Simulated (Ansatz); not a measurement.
**SiC: a line through an energy map**

Aim: follow the energy of SiC (F-43m, No. 216; 2 atoms in the cell) along one coordinate, length along [111] over the lengths across it, with the other held at volume per atom = 9.41 Å³.

The COD entry's cell or inner coordinates are ideal or old and differ from later refinements, so a difference from it is no clean test against experiment.

Method: DFT PBEsol, scalar-relativistic, plane waves, PAW, in Ansatz 0.2.0.

43 further runs of the same task are left out: 43 set aside as unsound or not needed.

## 1. The structure to begin with

Symmetry: F-43m, No. 216, cubic system. The conventional cell has a = 4.357 Å, b = 4.357 Å, c = 4.357 Å, α = 90.00°, β = 90.00°, γ = 90.00°. Si (site symmetry -43m) has 4 C at 1.89 Å as nearest neighbours. C (site symmetry -43m) is surrounded by 4 Si at 1.89 Å.

Structure file:

```cif
data_structure
_symmetry_space_group_name_H-M 'F-43m'
_symmetry_Int_Tables_number 216
_cell_length_a 4.3568
_cell_length_b 4.3568
_cell_length_c 4.3568
_cell_angle_alpha 90.000
_cell_angle_beta 90.000
_cell_angle_gamma 90.000
_cell_volume 82.70
loop_
_atom_site_label
_atom_site_type_symbol
_atom_site_symmetry_multiplicity
_atom_site_Wyckoff_symbol
_atom_site_fract_x
_atom_site_fract_y
_atom_site_fract_z
_atom_site_occupancy
Si1 Si 4 a 0.00000 0.00000 0.00000 1
C1 C 4 c 0.25000 0.25000 0.25000 1
```

This cell was relaxed beforehand with the same method: volume 10.34 Å³/atom, gap on the mesh 1.24 eV.

## 2. What is varied

The energy is mapped over volume and the cell's shape.

First coordinate, volume per atom: 9 values from 9.10 to 11.58 Å³. Second coordinate, length along [111] over the lengths across it, relative to the cubic cell: 9 values from 0.923 to 1.083.

Nothing else is relaxed (fractional coordinates fixed). Energies count from the relaxed crystal. Points are written as (first, second).

## 3. Grid point (9.41 Å³, 0.923)

File input.yaml:

```yaml
crystal:
  lattice:
    - [0.0, 2.1681191614, 2.1681191614]
    - [2.1681191614, 0.0, 2.1681191614]
    - [2.0568223778, 2.0568223778, 0.1112967836]
  atoms:
    - { symbol: Si, position: [0.0, 0.0, 0.0] }
    - { symbol: C, position: [0.75, 0.75, 0.75] }
basis:
  ecutwfc: 520.0
kpoints:
  mp_grid: { grid: [12, 12, 12] }
hamiltonian:
  xc: pbesol
  pseudopotentials: { kind: paw, azcp: { folder: soft_1 } }
scf:
  occupations: { method: gaussian, width: 0.05 }
output:
  forces: true
  stress: true
  eigenvalues: true
```

Started as:

```bash
$ ansatz run input.yaml --threads 1 --pin off --max-ram 2048MiB --backend cpu --events-out ev --progress --plain --runs-dir out
```

Further runs follow: the other points of the line.

What does the calculation give? Wanted: for each run, length along [111] over the lengths across it, relative to the cubic cell; energy; slope; pressure; largest force on an atom.

The runs gave:

| length along [111] over the lengths across it, relative to the cubic cell | step | energy (meV/atom) | slope (meV/atom per unit) | pressure (GPa) | band gap on the k-mesh (eV) | largest force on an atom (eV/Å) |
| --- | --- | --- | --- | --- | --- | --- |
| 0.923 | 3 | 159 | −2536 | 27.62 | 0.75 | 1.73 |
| 0.942 | 4 | 119 | −1836 | 26.52 | 0.86 | 1.21 |
| 0.961 | 5 | 90 | −1180 | 25.73 | 0.96 | 0.75 |
| 0.980 | – | 73 | −567 | 25.27 | 1.06 | 0.35 |
| 1.000 | – | 68 | 0 | 25.12 | 1.15 | 0.00 |
| 1.020 | 6 | 73 | 528 | 25.27 | 1.10 | 0.30 |
| 1.041 | 7 | 89 | 1021 | 25.70 | 1.03 | 0.56 |
| 1.062 | 8 | 116 | 1478 | 26.41 | 0.94 | 0.78 |
| 1.083 | 9 | 152 | 1901 | 27.39 | 0.84 | 0.96 |

Energies count from the relaxed crystal. Rows without a step come from runs not printed here or follow by symmetry. Slopes come from the forces (and the stress, where the cell changes), not from differences of energies.

Along the line the energy is lowest at 1.000, 68 meV/atom from the zero. Energies and slopes round the minimum, fitted together, put the minimum at 1.0000, with a curvature of about 27000 meV/atom per (unit)². The highest point computed, at 0.923, lies 92 meV/atom above the lowest. This is one cut through a surface in two coordinates; the map's lowest point lies off it.

These are semilocal Kohn-Sham gaps, which aren't the measured quantity. Such gaps usually fall short of the measured ones.
